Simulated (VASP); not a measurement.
# Bi (Im-3m) in VASP: further runs

Aim: see how the results for Bi move with the level of theory and the settings. Levels: PBEsol, r2SCAN. Tasks: relaxation of the atoms, relaxation of cell and atoms.

All numbers are computed with VASP 6.6.1; they aren't measurements. Logs are shortened: lines on timing, memory, paths and dates and some standing lists are left out, and cuts for length are marked.

### 1 The crystal as given

The structure is cubic, space group Im-3m (No. 229). Conventional cell: a = 3.963 Å, b = 3.963 Å, c = 3.963 Å, α = 90.00°, β = 90.00°, γ = 90.00°. Bi (site symmetry m-3m) has 8 Bi at 3.43 Å as nearest neighbours.

This isn't the form of Bi at room conditions, which is rhombohedral.

### 2 Relaxation of the atoms, PBEsol (a relaxed cell with its volume scaled by 1.02)

The input, INCAR:

```
SYSTEM = Bi
PREC = Accurate
ENCUT = 600
EDIFF = 1E-7
ISMEAR = 1
SIGMA = 0.1
LREAL = .FALSE.
LASPH = .TRUE.
NELM = 80
ALGO = Fast
ISIF = 2
LWAVE = .FALSE.
LCHARG = .FALSE.
GGA = PS
IBRION = 2
NSW = 40
EDIFFG = -0.01
```

The input, KPOINTS:

```
regular mesh
0
G
  14 14 14
  0 0 0
```

The input, POSCAR:

```
Bi                                      
1.0
   -1.9687883990      1.9687883990      1.9687883990
    1.9687883990     -1.9687883990      1.9687883990
    1.9687883990      1.9687883990     -1.9687883990
  Bi            
     1
Direct
     0.0000000000000000    0.0000000000000000    0.0000000000000000
```

Potentials or basis: VASP PAW PBE potentials, release 64 (Bi_d).

Started as:

```console
$ cat potpaw_PBE.64/Bi_d/POTCAR > POTCAR
$ mpirun -np 1 vasp_std > vasp.out
```

OUTCAR:

```text
SYSTEM = Bi
   PREC = Accurate
   ENCUT = 600
   EDIFF = 1E-7
   ISMEAR = 1
   LREAL = .FALSE.
   LASPH = .TRUE.
   NELM = 80
   ISIF = 2
   GGA = PS
   IBRION = 2
   NSW = 40
   EDIFFG = -0.01

 ion  position               nearest neighbor table
   1  0.000  0.000  0.000-

  LATTYP: Found a body centered cubic cell.
 ALAT       =     3.9375767980

  Lattice vectors:

 A1 = (  -1.9687883990,   1.9687883990,   1.9687883990)
 A2 = (   1.9687883990,  -1.9687883990,   1.9687883990)
 A3 = (   1.9687883990,   1.9687883990,  -1.9687883990)

Analysis of symmetry for initial positions (statically):
=====================================================================
 Subroutine PRICEL returns:
 Original cell was already a primitive cell.

 Routine SETGRP: Setting up the symmetry group for a
 body centered cubic supercell.

 Subroutine GETGRP returns: Found 48 space group operations
 (whereof 48 operations were pure point group operations)
 out of a pool of 48 trial point group operations.

The static configuration has the point symmetry O_h .

Analysis of symmetry for dynamics (positions and initial velocities):
=====================================================================
 Subroutine PRICEL returns:
 Original cell was already a primitive cell.

 Routine SETGRP: Setting up the symmetry group for a
 body centered cubic supercell.

 Subroutine GETGRP returns: Found 48 space group operations
 (whereof 48 operations were pure point group operations)
 out of a pool of 48 trial point group operations.

The dynamic configuration has the point symmetry O_h .

 Subroutine INISYM returns: Found 48 space group operations
 (whereof 48 operations are pure point group operations),
 and found     1 'primitive' translations

----------------------------------------------------------------------------------------

                                     Primitive cell

  volume of cell :      30.5251

  direct lattice vectors                    reciprocal lattice vectors
    -1.968788399  1.968788399  1.968788399     0.000000000  0.253963301  0.253963301
     1.968788399 -1.968788399  1.968788399     0.253963301  0.000000000  0.253963301
     1.968788399  1.968788399 -1.968788399     0.253963301  0.253963301  0.000000000

  length of vectors
     3.410041536  3.410041536  3.410041536     0.359158344  0.359158344  0.359158344

  position of ions in fractional coordinates (direct lattice)
     0.000000000  0.000000000  0.000000000

  ion indices of the primitive-cell ions
   primitive index   ion index
                 1           1

----------------------------------------------------------------------------------------

 KPOINTS: regular mesh

Automatic generation of k-mesh.
 Grid dimensions read from file:
 generate k-points for:   14   14   14

 Generating k-lattice:

  Cartesian coordinates                     Fractional coordinates (reciprocal lattice)
     0.000000000  0.018140236  0.018140236     0.071428571  0.000000000  0.000000000
     0.018140236  0.000000000  0.018140236     0.000000000  0.071428571  0.000000000
     0.018140236  0.018140236  0.000000000     0.000000000  0.000000000  0.071428571

  Length of vectors
     0.025654167  0.025654167  0.025654167

  Shift w.r.t. Gamma in fractional coordinates (k-lattice)
     0.000000000  0.000000000  0.000000000

 Subroutine IBZKPT returns following result:
 ===========================================

 Found    104 irreducible k-points:

 Following reciprocal coordinates:
            Coordinates               Weight
  0.000000  0.000000  0.000000      1.000000
  0.071429  0.000000  0.000000     12.000000
  0.142857  0.000000  0.000000     12.000000
  0.214286  0.000000  0.000000     12.000000
  0.285714  0.000000  0.000000     12.000000
  0.357143  0.000000  0.000000     12.000000
[... 16 lines left out ...]
  0.285714  0.285714  0.000000     24.000000
  0.357143  0.285714  0.000000     24.000000
 [... further k-points ...]
   k-points           NKPTS =    104   k-points in BZ     NKDIM =    104   number of bands    NBANDS=     11
   number of dos      NEDOS =    301   number of ions     NIONS =      1
   total plane-waves  NPLWV =  21952
   dimension x,y,z NGX =    28 NGY =   28 NGZ =   28
   dimension x,y,z NGXF=    56 NGYF=   56 NGZF=   56
   ions per type =               1
   NGX,Y,Z   is equivalent  to a cutoff of  13.65, 13.65, 13.65 a.u.
   NGXF,Y,Z  is equivalent  to a cutoff of  27.30, 27.30, 27.30 a.u.
 SYSTEM =  Bi
   PREC   = accura    normal or accurate (medium, high low for compatibility)
   ISTART =      0    job   : 0-new  1-cont  2-samecut
   ICHARG =      2    charge: 1-file 2-atom 10-const
   ISPIN  =      1    spin polarized calculation?
   LNONCOLLINEAR =      F non collinear calculations
   LSORBIT =      F    spin-orbit coupling
   LASPH  =      T    aspherical Exc in radial PAW
   ENCUT  =  600.0 eV  44.10 Ry    6.64 a.u.   6.81  6.81  6.81*2*pi/ulx,y,z
   NELM   =     80;   NELMIN=  2; NELMDL= -5     # of ELM steps
   EDIFF  = 0.1E-06   stopping-criterion for ELM
   LREAL  =      F    real-space projection
   EDIFFG = -.1E-01   stopping-criterion for IOM
   NSW    =     40    number of steps for IOM
   IBRION =      2    ionic relax: 0-MD 1-quasi-New 2-CG
   NFREE  =      1    steps in history (QN), initial steepest desc. (CG)
   ISIF   =      2    stress and relaxation
   ISYM   =      2    0-nonsym 1-usesym 2-fastsym
   POTIM  = 0.5000    time-step for ionic-motion
   TEBEG  =    0.0;   TEEND  =   0.0 temperature during run
   PSTRESS=    0.0 pullay stress
   NELECT =      15.0000    total number of electrons
   NUPDOWN=      -1.0000    fix difference up-down
   EMIN   =  10.00;   EMAX   =-10.00  energy-range for DOS
   EFERMI =   0.00;   METHOD = LEGACY
   ISMEAR =     1;   SIGMA  =   0.10  broadening in eV -4-tet -1-fermi 0-gaus
   EFERMI_NEDOS =   21; number of points for ismear=-14 and -15
   IALGO  =     68    algorithm
   IMIX   =      4    mixing-type and parameters
     AMIX     =   0.40;   BMIX     =  1.00
     AMIX_MAG =   1.60;   BMIX_MAG =  1.00
  volume/ion in A,a.u.               =      30.53       205.99
  Fermi-wavevector in a.u.,A,eV,Ry     =   1.291872  2.441284 22.707222  1.668934
  Thomas-Fermi vector in A             =   2.423615
   LORBIT       =      0    0 simple, 1 ext, 2 COOP (PROOUT), +10 PAW based schemes
   GGA     = PS    functional components
   LHFCALC =     F    Hartree Fock is set to
   AEXX    =    0.0000 exact exchange contribution
   IVDW    =     0    specifies the selected vdW correction
   LEPSILON=     F    determine dielectric tensor
   LRPA    =     F    only Hartree local field effects (RPA)
 conjugate gradient relaxation of ions
 non-spin polarized calculation
 RMM-DIIS sequential band-by-band and
 Methfessel and Paxton  Order N= 1 SIGMA  =   0.10
  energy-cutoff  :      600.00
  volume of cell :       30.53
 maximum number of plane-waves:      1048
   NGX = 13   NGY = 13   NGZ = 13

 number of electron      14.9999994 magnetization

 Free energy of the ion-electron system (eV)
  ---------------------------------------------------
  ext. energy  EPLUGINS =         0.00000000
  ---------------------------------------------------
  free energy    TOTEN  =        -4.21185563 eV

  energy without entropy =       -4.21119117  energy(sigma->0) =       -4.21163414

 E-fermi :   7.9048     XC(G=0): -10.5328

 val. band max:        7.8878885816   @ k =  -0.3571   0.3571   0.2857
 cond. band min:       7.9054403760   @ k =  -0.4286   0.4286   0.2857
 fundamental gap:      0.0175517944
 Fermi energy:         7.9047878470

 k-point     1 :       0.0000    0.0000    0.0000
  band No.  band energies     occupation
      1     -14.9830      2.00000
      2     -14.9830      2.00000
      3     -14.9830      2.00000
      4     -14.8442      2.00000
      5     -14.8442      2.00000
      6      -5.6822      2.00000
      7      13.2414      0.00000
      8      13.2414      0.00000
      9      13.2414      0.00000
     10      17.3356      0.00000
     11      18.4680      0.00000

 k-point     2 :       0.0714    0.0000    0.0000
  band No.  band energies     occupation
      1     -14.9852      2.00000
      2     -14.9794      2.00000
      3     -14.9721      2.00000
      4     -14.8467      2.00000
      5     -14.8446      2.00000
      6      -5.5868      2.00000
      7      12.2259      0.00000
      8      12.9422      0.00000
      9      13.1514      0.00000
     10      17.4679      0.00000
     11      18.0726      0.00000

 k-point     3 :       0.1429    0.0000    0.0000
  band No.  band energies     occupation
      1     -14.9912      2.00000
      2     -14.9700      2.00000
      3     -14.9412      2.00000
      4     -14.8532      2.00000
      5     -14.8457      2.00000
      6      -5.3030      2.00000
      7      10.2857      0.00000
      8      12.2361      0.00000
      9      12.8934      0.00000
     10      16.3676      0.00000
     11      17.2852      0.00000

 k-point     4 :       0.2143    0.0000    0.0000
  band No.  band energies     occupation
      1     -14.9998      2.00000
      2     -14.9591      2.00000
      3     -14.8962      2.00000
      4     -14.8602      2.00000
      5     -14.8473      2.00000
      6      -4.8391      2.00000
      7       8.2228     -0.00007
      8      11.4189      0.00000
      9      12.5207      0.00000
     10      15.4770      0.00000
     11      16.6794      0.00000
[... 239 lines left out ...]
 k-point    22 :       0.3571    0.2143    0.0000
  band No.  band energies     occupation
      1     -14.9971      2.00000
      2     -14.9237      2.00000
      3     -14.8676      2.00000
      4     -14.8511      2.00000
      5     -14.7924      2.00000
      6      -2.2617      2.00000
      7       3.6491      2.00000
      8       6.5045      2.00000
      9      10.5167      0.00000
     10      15.9893      0.00000
     11      18.5693      0.00000

 k-point    23 :       0.2857    0.2857    0.0000
  band No.  band energies     occupation
      1     -14.9926      2.00000
      2     -14.9107      2.00000
      3     -14.8737      2.00000
      4     -14.8490      2.00000
      5     -14.8039      2.00000
      6      -2.2339      2.00000
      7       4.1077      2.00000
      8       5.7563      2.00000
      9      10.4532      0.00000
     10      16.5076      0.00000
     11      17.9930      0.00000

 k-point    24 :       0.3571    0.2857    0.0000
  band No.  band energies     occupation
      1     -14.9915      2.00000
      2     -14.9012      2.00000
      3     -14.8801      2.00000
      4     -14.8385      2.00000
      5     -14.8129      2.00000
      6      -2.0450      2.00000
      7       4.1459      2.00000
      8       5.2310      2.00000
      9      10.3784      0.00000
     10      16.6263      0.00000
     11      18.5269      0.00000

 [... further k-points ...]

------------------------ aborting loop because EDIFF is reached ----------------------------------------

  FORCE on cell =-STRESS in cart. coord.  units (eV):
  Direction    XX          YY          ZZ          XY          YZ          ZX
  --------------------------------------------------------------------------------------
  -------------------------------------------------------------------------------------
  Total       -0.2182325     -0.2182325     -0.2182325      0.0000000      0.0000000     -0.0000000
  in kB      -11.4544159    -11.4544159    -11.4544159      0.0000000      0.0000000     -0.0000000
  external PRESSURE =     -11.4544159 kB  Pullay stress =       0.0000000 kB

 VOLUME and BASIS-vectors are now :
 -----------------------------------------------------------------------------
  energy-cutoff  :      600.00
  volume of cell :       30.53
      direct lattice vectors                 reciprocal lattice vectors
    -1.968788399  1.968788399  1.968788399     0.000000000  0.253963301  0.253963301
     1.968788399 -1.968788399  1.968788399     0.253963301  0.000000000  0.253963301
     1.968788399  1.968788399 -1.968788399     0.253963301  0.253963301  0.000000000

 POSITION                                       TOTAL-FORCE (eV/Angst)
 -----------------------------------------------------------------------------------
      0.00000      0.00000      0.00000         0.000000     -0.000000      0.000000
 -----------------------------------------------------------------------------------
    total drift:                               -0.000000     -0.000000     -0.000000

  FREE ENERGIE OF THE ION-ELECTRON SYSTEM (eV)
  ---------------------------------------------------
  free  energy   TOTEN  =        -4.2118556336 eV

  energy  without entropy=       -4.2111911670  energy(sigma->0) =       -4.21163414

 reached required accuracy - stopping structural energy minimisation
```

Wall time 37 s (1 thread of Intel Xeon Platinum 8488C (Sapphire Rapids), shared host); peak memory 0.17 GiB.

What came out:

```
Free energy             : -4.2119 eV
Pressure after relaxing : -1.1 GPa
Band gap on the k mesh  : none (metal or under the smearing width)
```

Final structure:
```
Bi
1.0
    -1.96879    1.96879    1.96879
     1.96879   -1.96879    1.96879
     1.96879    1.96879   -1.96879
Bi
1
Direct
  0.00000 0.00000 0.00000
```

Caveat: the relaxation stopped at its first step, so nothing moved; the PAW data sets were made with another functional, which shifts forces and pressure a little; spin-orbit coupling is left out, which moves the levels of the heavy elements.

(Continued in part 2 of 2.)
